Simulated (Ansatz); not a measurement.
An element in the sc structure gives these cold pressures by all-electron LAPW under PBE (Ansatz 0.2.0, scalar-relativistic, no spin polarisation).

```csv
V (Å³/atom),P (GPa)
35.11,0.01
30.90,8.01
27.39,20.7
23.88,44.4
20.37,91.1
17.56,162.4
15.10,280.7
```

Question: Which element is it?

Answer: Bi. Its zero-pressure volume in this structure is near 35.1 Å³/atom; the volume and the steepness of P(V) together point to it, though neighbours can come close. Other candidates weren't computed, and some may come near.
